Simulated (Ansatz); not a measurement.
MoSe2 in Ansatz, relaxation

Launch command:

```bash
ansatz run input.yaml --threads 2 --pin off --max-ram 3584MiB --backend cpu --events-out ev --progress --plain --runs-dir out
```

The input file (Ansatz 0.2.0, plane waves):

```yaml
crystal:
  lattice:
    - [1.659566, 2.874451, 0.0]
    - [-1.659566, 2.874451, 0.0]
    - [0.0, 0.0, 13.022141]
  atoms:
    - { symbol: Se, position: [0.3333, 0.3334, 0.625] }
    - { symbol: Se, position: [0.6666, 0.6667, 0.125] }
    - { symbol: Se, position: [0.3333, 0.3334, 0.875] }
    - { symbol: Se, position: [0.6667, 0.6667, 0.375] }
    - { symbol: Mo, position: [0.3333, 0.3334, 0.25] }
    - { symbol: Mo, position: [0.6666, 0.6667, 0.75] }
  symmetry: { tolerance: 0.0003 }
kpoints:
  mp_grid: { grid: [9, 9, 2], shift: [0, 0, 0] }
magnetization:
  spin_polarized: false
scf:
  occupations: { method: fermi_dirac }
  lower_state_search: "off"
hamiltonian:
  pseudopotentials: { kind: paw }
  xc: r2scan
basis:
  ecutwfc: 500
  fft_grid_basis: typed
relax:
  max_steps: 40
  cell: { p_target: 20.0 }
output:
  forces: true
  stress: true
  eigenvalues: true
  bader: true
  populations: true
  elf: true
  write_potential: true
  volumetric_format: npy
  dos:
    e_range: [-12, 8]
    de: 0.05
    projected: { site_lists: { Mo: [Mo], Se: [Se] } }
checkpoint:
  read: saved_state
```

Origin of the cell: a database entry, scaled a little.

The smearing width isn't typed, so it takes its default of 0.1 eV.

The saved state is a converged single point of the same cell.

Steps («new basis» is an SCF on plane waves selected anew at the same cell):

```
step  ΔH (meV/atom)  max force component (eV/Å)  P (GPa)  volume (Å³)  SCF iterations   step was
   1            0.0                       0.407     2.65       124.24               7   accepted
   2         -222.2                       0.751    16.83       108.07               8   accepted
   3         -273.8                       0.199    20.67       101.96               8   accepted
   4         -274.9                       0.020    20.23       101.54               7   accepted
   5         -274.9                       0.056    19.67       101.83               5   accepted
   6         -275.0                       0.001    20.01       101.75               4   accepted
   7         -274.4                       0.001    20.00       101.75               7  new basis
```

Step 1, with forces in eV/Å:

```xyz
6
Lattice="1.660 2.874 0.000 -1.660 2.874 0.000 0.000 0.000 13.022" Properties=species:S:1:pos:R:3:forces:R:3 pbc="T T T" step=1
Se    0.000    1.916    8.139    0.000    0.000   -0.407
Se    0.000    3.833    1.628    0.000    0.000   -0.407
Se    0.000    1.916   11.394    0.000    0.000    0.407
Se    0.000    3.833    4.883    0.000    0.000    0.407
Mo    0.000    1.916    3.256    0.000    0.000    0.000
Mo    0.000    3.833    9.767    0.000    0.000    0.000
```

Step 2, with forces in eV/Å:

```xyz
6
Lattice="1.579 2.734 0.000 -1.579 2.734 0.000 0.000 0.000 12.517" Properties=species:S:1:pos:R:3:forces:R:3 pbc="T T T" step=2
Se    0.000    1.823    7.730    0.000    0.000   -0.751
Se    0.000    3.646    1.471    0.000    0.000   -0.751
Se    0.000    1.823   11.046    0.000    0.000    0.751
Se    0.000    3.646    4.787    0.000    0.000    0.751
Mo    0.000    1.823    3.129    0.000    0.000    0.000
Mo    0.000    3.646    9.388    0.000    0.000    0.000
```

Step 3, with forces in eV/Å:

```xyz
6
Lattice="1.574 2.727 0.000 -1.574 2.727 0.000 0.000 0.000 11.873" Properties=species:S:1:pos:R:3:forces:R:3 pbc="T T T" step=3
Se    0.000    1.818    7.241    0.000    0.000   -0.199
Se    0.000    3.636    1.304    0.000    0.000   -0.199
Se    0.000    1.818   10.569    0.000    0.000    0.199
Se    0.000    3.636    4.632    0.000    0.000    0.199
Mo    0.000    1.818    2.968    0.000    0.000    0.000
Mo    0.000    3.636    8.905    0.000    0.000    0.000
```

Step 4, with forces in eV/Å:

```xyz
6
Lattice="1.579 2.734 0.000 -1.579 2.734 0.000 0.000 0.000 11.761" Properties=species:S:1:pos:R:3:forces:R:3 pbc="T T T" step=4
Se    0.000    1.823    7.156    0.000    0.000    0.020
Se    0.000    3.646    1.275    0.000    0.000    0.020
Se    0.000    1.823   10.487    0.000    0.000   -0.020
Se    0.000    3.646    4.606    0.000    0.000   -0.020
Mo    0.000    1.823    2.940    0.000    0.000    0.000
Mo    0.000    3.646    8.821    0.000    0.000    0.000
```

Step 5, with forces in eV/Å:

```xyz
6
Lattice="1.578 2.733 0.000 -1.578 2.733 0.000 0.000 0.000 11.807" Properties=species:S:1:pos:R:3:forces:R:3 pbc="T T T" step=5
Se    0.000    1.822    7.186    0.000    0.000    0.056
Se    0.000    3.644    1.282    0.000    0.000    0.056
Se    0.000    1.822   10.525    0.000    0.000   -0.056
Se    0.000    3.644    4.621    0.000    0.000   -0.056
Mo    0.000    1.822    2.952    0.000    0.000    0.000
Mo    0.000    3.644    8.855    0.000    0.000    0.000
```

Step 7, with forces in eV/Å:

```xyz
6
Lattice="1.578 2.734 0.000 -1.578 2.734 0.000 0.000 0.000 11.792" Properties=species:S:1:pos:R:3:forces:R:3 pbc="T T T" step=7
Se    0.000    1.822    7.178    0.000    0.000    0.001
Se    0.000    3.645    1.282    0.000    0.000    0.001
Se    0.000    1.822   10.510    0.000    0.000   -0.001
Se    0.000    3.645    4.614    0.000    0.000   -0.001
Mo    0.000    1.822    2.948    0.000    0.000    0.000
Mo    0.000    3.645    8.844    0.000    0.000    0.000
```

* Enthalpy lowered by: 274.4 meV/atom
* Volume change: -18.10 %
* Final pressure: 20.00 GPa
* Relaxation steps listed: 7
* Gap on the mesh: 0.49 eV

Caveats: the relaxation held the start's symmetry, so the end may be a saddle point.

The run took 110 s on 2 threads of Arm Neoverse V1, with other jobs on the host, peak memory 0.81 GiB, from a saved density.
